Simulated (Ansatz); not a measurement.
Structures of MoS2: which is lowest?

Plane-wave DFT in Ansatz with scalar-relativistic PAW potentials, cutoff 420 eV, Γ-centred meshes chosen by cell and gap, Gaussian smearing with energies taken to zero width. Every cell was relaxed (cell and atoms) in a run of its own, within the symmetry of its start. Functional: PBE.

Relaxed structures (starts from databases or built by putting these elements on another compound's sites):
A. I4/mmm, 3 atoms in the computed cell, a = 2.956 Å, c = 13.111 Å; sites (symmetry × multiplicity) Mo 4/mmm × 2, S 4mm × 4; start: built
B. P4_2/mnm, 6 atoms in the computed cell, a = 5.870 Å, c = 3.236 Å; sites (symmetry × multiplicity) Mo m.mm × 2, S m.2m × 4; start: built
C. P-3m1, 3 atoms in the computed cell, a = 3.195 Å, c = 7.031 Å; sites (symmetry × multiplicity) Mo -3m. × 1, S 3m. × 2; start: database
D. P6_3/mmc, 6 atoms in the computed cell, a = 3.185 Å, c = 14.808 Å; sites (symmetry × multiplicity) Mo -6m2 × 2, S 3m. × 4; start: database
E. R-3m, 3 atoms in the computed cell, a = 3.193 Å, c = 20.294 Å; sites (symmetry × multiplicity) Mo -3m × 3, S 3m × 6; start: database

Question: Rank them by energy. Could pressure change the order?

Answer:
| structure | group | E − E(lowest) (meV/atom) | V (Å³/atom) | gap on mesh (eV) |
| --- | --- | --- | --- | --- |
| D | P6_3/mmc | 0.0 | 21.68 | 1.45 |
| E | R-3m | 277 | 19.91 | 0.00 |
| C | P-3m1 | 278 | 20.72 | 0.00 |
| B | P4_2/mnm | 408 | 18.59 | 0.00 |
| A | I4/mmm | 410 | 19.09 | 0.00 |

D is lowest, 277 meV/atom under E. B is denser by 3.10 Å³/atom, so pressure favours it: ΔE/ΔV, with ΔE in eV and 1 eV/Å³ = 160.2 GPa, gives about 21 GPa for equal enthalpy if both cells were rigid; at such pressures compression changes ΔV much, so this is a scale only. Without a dispersion term the weakly bound lowest cell is too large, so ΔV and this pressure are artefacts in part: a slight pressure closes the gap between layers first. Other structures may lie lower than all of these, and vibrations aren't counted.